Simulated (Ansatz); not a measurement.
# In4As5: the cost of one run

Computed with Ansatz 0.2.0 (DFT PBE, scalar-relativistic, plane waves, PAW, unless a step's input says otherwise).

The COD entry's cell or inner coordinates are ideal or old and differ from later refinements, so a difference from it is no clean test against experiment.

1 further run of the same task is left out (set aside as unsound or not needed).

**1. Starting point**

The structure is cubic, space group F-43m (No. 216). The conventional cell has a = 6.187 Å, b = 6.187 Å, c = 6.187 Å, α = 90.00°, β = 90.00°, γ = 90.00°. In (site symmetry -43m) has 4 As at 2.68 Å as nearest neighbours. Around As (site symmetry -43m) lie 4 In at 2.68 Å.

Structure file:

```
CELL_PARAMETERS angstrom
0.00000 3.09338 3.09338
3.09338 0.00000 3.09338
3.09338 3.09338 0.00000
ATOMIC_POSITIONS crystal
In 0.00000 0.00000 0.00000
As 0.75000 0.75000 0.75000
```

This cell was relaxed beforehand with the same method: volume 29.60 Å³/atom, gap on the mesh none (metal).

The bulk reference comes from a run made before at the same settings: -5227.2340 eV/atom.

**2. The (100) slab**

Miller indices refer to the conventional cell of the relaxed bulk, F-43m (No. 216): a = 6.187 Å, b = 6.187 Å, c = 6.187 Å, α = 90.00°, β = 90.00°, γ = 90.00°.

The slab is a (100) slab, 12.4 Å thick as cut, with 15 Å of vacuum; its outer planes are As (top) and As (bottom).

The slab as cut. Layers, bottom to top:

| plane | atoms per cell | height over the lowest (Å) |
| --- | --- | --- |
| 1 | As | 0.00 |
| 2 | In | 1.55 |
| 3 | As | 3.09 |
| 4 | In | 4.64 |
| 5 | As | 6.19 |
| 6 | In | 7.73 |
| 7 | As | 9.28 |
| 8 | In | 10.83 |
| 9 | As | 12.37 |

**3. Single point on the unrelaxed (100) slab**

The cell repeats along c, and a dipole correction in the vacuum removes the field between the copies.

File input.yaml:

```yaml
crystal:
  lattice:
    - [4.3746994652, 0.0, 0.0]
    - [0.0, 4.3746994652, 0.0]
    - [0.0, 0.0, 27.3735186299]
  atoms:
    - { symbol: As, position: [0.0, 0.5, 0.2739874293] }
    - { symbol: In, position: [0.5, 0.5, 0.330490572] }
    - { symbol: As, position: [0.5, 0.0, 0.3869937146] }
    - { symbol: In, position: [0.0, 0.0, 0.4434968573] }
    - { symbol: As, position: [0.0, 0.5, 0.5] }
    - { symbol: In, position: [0.5, 0.5, 0.5565031427] }
    - { symbol: As, position: [0.5, 0.0, 0.6130062854] }
    - { symbol: In, position: [0.0, 0.0, 0.669509428] }
    - { symbol: As, position: [0.0, 0.5, 0.7260125707] }
basis:
  ecutwfc: 420
kpoints:
  mp_grid: { grid: [8, 8, 1] }
hamiltonian:
  xc: pbe
scf:
  occupations: { method: gaussian, width: 0.1 }
output:
  forces: true
  stress: true
  eigenvalues: true
  write_density: true
  write_potential: true
  elf: true
  volumetric_format: npy
efield:
  axis: 3
  dipole_correction: true
  ramp_width: 0.04
```

Command:

```bash
$ ansatz run input.yaml --threads 1 --pin off --max-ram 2560MiB --backend cpu --events-out ev --progress --plain --runs-dir out
```

**Question.** How long does this run take on 1 thread of Arm Neoverse V1, shared host, and how much memory does it need?

About 2.3 min, with a peak of 1 GiB.
